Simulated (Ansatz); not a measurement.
A calculation with Ansatz 0.2.0 of Ti3Al (ASE script, structure from a CIF):

The input run.py:

```python
import json

import ase.io
import numpy as np
import spglib
from ase.calculators.calculator import CalculationFailed, Calculator
from ase.stress import full_3x3_to_voigt_6_stress
from ase.units import GPa

import ansatz as az

class AnsatzCalculator(Calculator):
    implemented_properties = ["energy", "free_energy", "forces", "stress", "magmom"]

    def calculate(self, atoms, properties, system_changes):
        super().calculate(atoms, properties, system_changes)
        structure = atoms.copy()
        structure.set_constraint()
        structure.set_momenta(None)
        structure.set_masses(None)
        outcome = (
            az.Crystal.from_ase(structure)
            .calculation()
            .basis(xc_grid=3)
            .kpoints(7, 7, 7)
            .functional("r2scan", dispersion="rvv10")
            .pseudopotentials(kind="paw", source="ansatz")
            .hubbard(double_counting="fll")
            .hubbard("Ti", "d", u_eff=5.3)
            .scf(tolerance=2e-10)
            .occupations(method="fermi_dirac", width=0.15)
            .forces()
            .stress()
            .run(threads=2)
        )
        if not outcome.report["converged"]:
            raise CalculationFailed("SCF not converged")
        report = outcome.report
        self.results = {
            "free_energy": report["lagrangian_ev"],
            "energy": report["lagrangian_ev"],
            "forces": np.array(report["forces_ev_ang"]),
            "stress": -GPa * full_3x3_to_voigt_6_stress(report["stress_gpa"]),
            "magmom": report["magnetization_mub"],
        }

np.set_printoptions(precision=5, suppress=True, linewidth=110)
atoms = ase.io.read("Ti3Al.cif")
cell, frac, numbers = spglib.find_primitive((atoms.cell[:], atoms.get_scaled_positions(), atoms.numbers), symprec=1e-5)
atoms = ase.Atoms(numbers, cell=cell, scaled_positions=frac, pbc=True)
atoms.calc = AnsatzCalculator()
print(f"free energy {atoms.get_potential_energy():.6f} eV")
print("forces (eV/A)", atoms.get_forces(), sep="\n")
print("stress (GPa, Voigt, tension positive)", atoms.get_stress() / GPa, sep="\n")
print(f"moment {atoms.get_magnetic_moment():.4f} muB")
```

Ti3Al.cif

```cif
data_Ti3Al
_cell_length_a 6.46356200
_cell_length_b 6.46356200
_cell_length_c 6.46356200
_cell_angle_alpha 90.00000000
_cell_angle_beta 90.00000000
_cell_angle_gamma 90.00000000
_space_group_name_H-M_alt 'Fm-3m'
_space_group_name_Hall '-F 4 2 3'
_space_group_IT_number 225
loop_
_space_group_symop_operation_xyz
'x,y,z'
'-x,-y,-z'
'-y,x,z'
'y,-x,-z'
'-x,-y,z'
'x,y,-z'
'y,-x,z'
'-y,x,-z'
'x,-y,-z'
'-x,y,z'
'-y,-x,-z'
'y,x,z'
'-x,y,-z'
'x,-y,z'
'y,x,-z'
'-y,-x,z'
'z,x,y'
'-z,-x,-y'
'z,-y,x'
'-z,y,-x'
'z,-x,-y'
'-z,x,y'
'z,y,-x'
'-z,-y,x'
'-z,x,-y'
'z,-x,y'
'-z,-y,-x'
'z,y,x'
'-z,-x,y'
'z,x,-y'
'-z,y,x'
'z,-y,-x'
'y,z,x'
'-y,-z,-x'
'x,z,-y'
'-x,-z,y'
'-y,z,-x'
'y,-z,x'
'-x,z,y'
'x,-z,-y'
'-y,-z,x'
'y,z,-x'
'-x,-z,-y'
'x,z,y'
'y,-z,-x'
'-y,z,x'
'x,-z,y'
'-x,z,-y'
'x,y+1/2,z+1/2'
'-x,-y+1/2,-z+1/2'
'-y,x+1/2,z+1/2'
'y,-x+1/2,-z+1/2'
'-x,-y+1/2,z+1/2'
'x,y+1/2,-z+1/2'
'y,-x+1/2,z+1/2'
'-y,x+1/2,-z+1/2'
'x,-y+1/2,-z+1/2'
'-x,y+1/2,z+1/2'
'-y,-x+1/2,-z+1/2'
[... 43 lines left out ...]
'y+1/2,-x,z+1/2'
'-y+1/2,x,-z+1/2'
'x+1/2,-y,-z+1/2'
'-x+1/2,y,z+1/2'
'-y+1/2,-x,-z+1/2'
'y+1/2,x,z+1/2'
'-x+1/2,y,-z+1/2'
'x+1/2,-y,z+1/2'
'y+1/2,x,-z+1/2'
'-y+1/2,-x,z+1/2'
'z+1/2,x,y+1/2'
'-z+1/2,-x,-y+1/2'
'z+1/2,-y,x+1/2'
'-z+1/2,y,-x+1/2'
'z+1/2,-x,-y+1/2'
'-z+1/2,x,y+1/2'
'z+1/2,y,-x+1/2'
'-z+1/2,-y,x+1/2'
'-z+1/2,x,-y+1/2'
'z+1/2,-x,y+1/2'
'-z+1/2,-y,-x+1/2'
'z+1/2,y,x+1/2'
'-z+1/2,-x,y+1/2'
'z+1/2,x,-y+1/2'
'-z+1/2,y,x+1/2'
'z+1/2,-y,-x+1/2'
'y+1/2,z,x+1/2'
'-y+1/2,-z,-x+1/2'
'x+1/2,z,-y+1/2'
'-x+1/2,-z,y+1/2'
'-y+1/2,z,-x+1/2'
'y+1/2,-z,x+1/2'
'-x+1/2,z,y+1/2'
'x+1/2,-z,-y+1/2'
'-y+1/2,-z,x+1/2'
'y+1/2,z,-x+1/2'
'-x+1/2,-z,-y+1/2'
'x+1/2,z,y+1/2'
'y+1/2,-z,-x+1/2'
'-y+1/2,z,x+1/2'
'x+1/2,-z,y+1/2'
'-x+1/2,z,-y+1/2'
'x+1/2,y+1/2,z'
'-x+1/2,-y+1/2,-z'
'-y+1/2,x+1/2,z'
'y+1/2,-x+1/2,-z'
'-x+1/2,-y+1/2,z'
'x+1/2,y+1/2,-z'
'y+1/2,-x+1/2,z'
'-y+1/2,x+1/2,-z'
'x+1/2,-y+1/2,-z'
'-x+1/2,y+1/2,z'
'-y+1/2,-x+1/2,-z'
'y+1/2,x+1/2,z'
'-x+1/2,y+1/2,-z'
'x+1/2,-y+1/2,z'
'y+1/2,x+1/2,-z'
'-y+1/2,-x+1/2,z'
'z+1/2,x+1/2,y'
'-z+1/2,-x+1/2,-y'
'z+1/2,-y+1/2,x'
'-z+1/2,y+1/2,-x'
'z+1/2,-x+1/2,-y'
'-z+1/2,x+1/2,y'
'z+1/2,y+1/2,-x'
'-z+1/2,-y+1/2,x'
'-z+1/2,x+1/2,-y'
'z+1/2,-x+1/2,y'
'-z+1/2,-y+1/2,-x'
'z+1/2,y+1/2,x'
'-z+1/2,-x+1/2,y'
'z+1/2,x+1/2,-y'
'-z+1/2,y+1/2,x'
'z+1/2,-y+1/2,-x'
'y+1/2,z+1/2,x'
'-y+1/2,-z+1/2,-x'
'x+1/2,z+1/2,-y'
'-x+1/2,-z+1/2,y'
'-y+1/2,z+1/2,-x'
'y+1/2,-z+1/2,x'
'-x+1/2,z+1/2,y'
'x+1/2,-z+1/2,-y'
'-y+1/2,-z+1/2,x'
'y+1/2,z+1/2,-x'
'-x+1/2,-z+1/2,-y'
'x+1/2,z+1/2,y'
'y+1/2,-z+1/2,-x'
'-y+1/2,z+1/2,x'
'x+1/2,-z+1/2,y'
'-x+1/2,z+1/2,-y'
loop_
_atom_site_label
_atom_site_type_symbol
_atom_site_symmetry_multiplicity
_atom_site_Wyckoff_symbol
_atom_site_fract_x
_atom_site_fract_y
_atom_site_fract_z
_atom_site_occupancy
Ti1 Ti 4 a 0.0000000000 0.0000000000 0.0000000000 1
Ti2 Ti 8 c 0.2500000000 0.7500000000 0.7500000000 1
Al1 Al 4 b 0.5000000000 0.0000000000 0.0000000000 1
```

Potentials or basis: Ansatz PAW earlier set.

Command:

```bash
$ python run.py
```

The cell comes from a database or a generator and needn't be the stable form of this composition.

Q: Write the same calculation in another form: native input, structure typed inline.

A: As run:

Contents of input.yaml:

```yaml
crystal:
  lattice:
    - [0.0, 3.231781, 3.231781]
    - [3.231781, 0.0, 3.231781]
    - [3.231781, 3.231781, 0.0]
  atoms:
    - { symbol: Ti, position: [0.0, 0.0, 0.0] }
    - { symbol: Ti, position: [0.25, 0.25, 0.25] }
    - { symbol: Ti, position: [0.75, 0.75, 0.75] }
    - { symbol: Al, position: [0.5, 0.5, 0.5] }
hamiltonian:
  xc: r2scan
  pseudopotentials: { kind: paw, source: ansatz }
  dispersion: rvv10
  hubbard: { sites: [{ species: Ti, l: d, u_eff: 5.3 }], double_counting: fll }
kpoints:
  mp_grid: { grid: [7, 7, 7] }
scf:
  occupations: { method: fermi_dirac, width: 0.15 }
output:
  forces: true
  stress: true
  eigenvalues: true
```

Potentials or basis: Ansatz PAW earlier set.

The run is started by

```sh
$ ansatz run input.yaml --threads 2 --pin off --max-ram 5120MiB --backend cpu --events-out ev --progress --plain --runs-dir out
```

Both were run:

|  | ASE script, structure from a CIF | native input, structure typed inline |
| --- | --- | --- |
| Pressure | 5.8 GPa | 5.8 GPa |

Keys that steer only the numerical path or the files written may differ.

Caveat: U without spin polarisation on a metal has little footing; the PAW data sets come from PBE, with cores solved anew for the run's functional, which leaves a small shift of forces and pressure; the U is typed as a test and isn't derived for this compound.
